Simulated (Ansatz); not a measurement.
**Pb: structure and electronic properties**

The task here is to estimate one member of a computed series from the others.

This is Pb in the hcp structure; at room conditions it is fcc.

Method: DFT PBE+D3(BJ), scalar-relativistic, plane waves, PAW, in Ansatz 0.2.0.

### The starting structure

The structure is hexagonal, space group P6_3/mmc (No. 194). The conventional cell has a = 3.480 Å, b = 3.480 Å, c = 5.590 Å, α = 90.00°, β = 90.00°, γ = 120.00°. Pb (site symmetry -6m2) is surrounded by 12 Pb at 3.44 to 3.48 Å.

Structure file:

```cif
data_structure
_symmetry_space_group_name_H-M 'P6_3/mmc'
_symmetry_Int_Tables_number 194
_cell_length_a 3.4800
_cell_length_b 3.4800
_cell_length_c 5.5900
_cell_angle_alpha 90.000
_cell_angle_beta 90.000
_cell_angle_gamma 120.000
_cell_volume 58.63
loop_
_atom_site_label
_atom_site_type_symbol
_atom_site_symmetry_multiplicity
_atom_site_Wyckoff_symbol
_atom_site_fract_x
_atom_site_fract_y
_atom_site_fract_z
_atom_site_occupancy
Pb1 Pb 2 c 0.33333 0.66667 0.25000 1
```

The structure comes from the Crystallography Open Database.

Set-up of the first run:

(A quick probe on a coarse mesh, which set the mesh and smearing, is not shown.)

input.yaml

```yaml
crystal:
  lattice:
    - [3.48, 0.0, 0.0]
    - [-1.74, 3.0137684052, 0.0]
    - [0.0, 0.0, 5.59]
  atoms:
    - { symbol: Pb, position: [0.3333333333, 0.6666666667, 0.25] }
    - { symbol: Pb, position: [0.6666666667, 0.3333333333, 0.75] }
basis:
  ecutwfc: 420
kpoints:
  mp_grid: { grid: [15, 15, 8] }
hamiltonian:
  xc: pbe
  dispersion: d3bj
scf:
  occupations: { method: gaussian, width: 0.1 }
output:
  forces: true
  stress: true
  eigenvalues: true
  write_density: true
  write_potential: true
  elf: true
  volumetric_format: npy
relax:
  adjacent_minimum: "off"
  f_tol: 0.005
  max_steps: 80
  cell: { stress_tol: 0.05 }
```

Command:

```
$ ansatz run input.yaml --threads 1 --pin off --max-ram 2560MiB --backend cpu --events-out ev --progress --plain --runs-dir out
```

Steps of the session up to this table: Full relaxation; Electronic structure at the relaxed geometry; Back to the database's cell; Point at V/V0 = 0.97; Volume × 1.03; The cell scaled to 0.94 of its volume; The cell scaled to 1.06 of its volume; The cell scaled to 0.91 of its volume; The cell scaled to 1.10 of its volume; The cell scaled to 0.88 of its volume.

One of the session's tables, all rows but one given; the rest of the session is left out.

It belongs to the step «Energy against volume». 

| volume (Å³/atom) | energy above the lowest point (meV/atom) | pressure (GPa) |
| --- | --- | --- |
| 26.691 | 80.3 | 7.92 |
| 27.601 | 42.4 | 5.41 |
| 28.511 | 17.7 | 3.30 |
| 29.421 | 4.1 | 1.51 |
| 30.331 | 0.0 | 0.00 |
| 31.241 | 3.8 | -1.27 |
| 32.151 | ? | ? |
| 33.364 | 36.3 | -3.43 |

Estimate the missing values for volume (Å³/atom) = 32.151.

Worked estimate for «energy above the lowest point (meV/atom)». A straight line through the neighbours (31.241, 3.8) and (33.364, 36.3) gives 3.8 + (36.3 − 3.8) × (32.151 − 31.241) / (33.364 − 31.241) = 17.7; a parabola fitted to 3 rows on both sides gives 13.7.

As computed: energy above the lowest point (meV/atom): 14.2; pressure (GPa): -2.33. In «energy above the lowest point (meV/atom)» the line misses by +3.5 and the parabola by -0.5.

To keep in mind: Warnings in the runs' records: relaxed geometry near dispersion switch.
